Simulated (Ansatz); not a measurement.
## NaI (Fm-3m): G0W0 against its settings

A 2-atom cell of NaI started from a crystallographic database, relaxed with r2SCAN; one-shot G0W0 in Ansatz without spin-orbit coupling. Calculated for a static, non-magnetic cell.

Space group Fm-3m (No. 225). a = 6.459 Å, b = 6.459 Å, c = 6.459 Å, α = 90.00°, β = 90.00°, γ = 90.00°
```
atom  site  symmetry       x       y       z
  Na    4a      m-3m  0.0000  0.0000  0.0000
   I    4b      m-3m  0.5000  0.0000  0.0000
```

Gaps are read over the mesh points alone. G0W0 here is at a finite number of bands, screening cutoff and k mesh, not at the basis limit.
```
 start       potentials      frequency model   mesh  empty bands  screening cutoff (eV)  Kohn-Sham gap (eV)  G0W0 gap (eV)        rough cost
   PBE              PAW  contour deformation  4×4×4          109                     80                3.66           5.51   30 core-seconds
   PBE              PAW  contour deformation  4×4×4          253                    140                3.66           5.64    2 core-minutes
   PBE              PAW  contour deformation  4×4×4          465                    210                3.66           5.68    8 core-minutes
 HSE06              PAW  contour deformation  4×4×4          253                    140                4.69           6.15    5 core-minutes
   LDA              PAW  contour deformation  4×4×4          253                    140                3.35           5.46    2 core-minutes
r2SCAN              PAW  contour deformation  4×4×4          253                    140                4.45           6.07  2.3 core-minutes
   PBE              PAW     Godby-Needs pole  4×4×4          253                    140                3.66           5.67  2.3 core-minutes
   PBE              PAW  contour deformation  6×6×6          109                     80                3.66           5.51    3 core-minutes
   PBE  norm-conserving  contour deformation  4×4×4          253                    140                3.66           5.54    4 core-minutes
```

The quasiparticle gap on this mesh is 5.68 eV (direct at Γ), against 3.66 eV from PBE: +2.02 eV. Renormalisation factors Z lie between 0.78 and 0.83.

Raising bands and cutoff together moves the gap by +0.13 eV (80 to 140 eV), then +0.04 eV (140 to 210 eV); the last step is still large, so the basis limit isn't reached. Starting from HSE06 (4.69 eV against PBE's 3.66 eV) gives 6.15 eV, +0.51 eV from G0W0@PBE at the same screening cutoff. Starting from LDA (3.35 eV against PBE's 3.66 eV) gives 5.46 eV, -0.18 eV from G0W0@PBE at the same screening cutoff. Starting from r2SCAN (4.45 eV against PBE's 3.66 eV) gives 6.07 eV, +0.43 eV from G0W0@PBE at the same screening cutoff. The Godby-Needs plasmon pole differs from contour deformation by +0.03 eV. A 6×6×6 mesh in place of 4×4×4 changes the opening over PBE by 0.00 eV (the gap on the mesh by 0.00 eV). Norm-conserving potentials (wave cutoff 1197 eV against 420 eV) shift the quasiparticle gap by -0.10 eV and the PBE gap by 0.00 eV. r2SCAN runs take a wave cutoff of 500 eV.
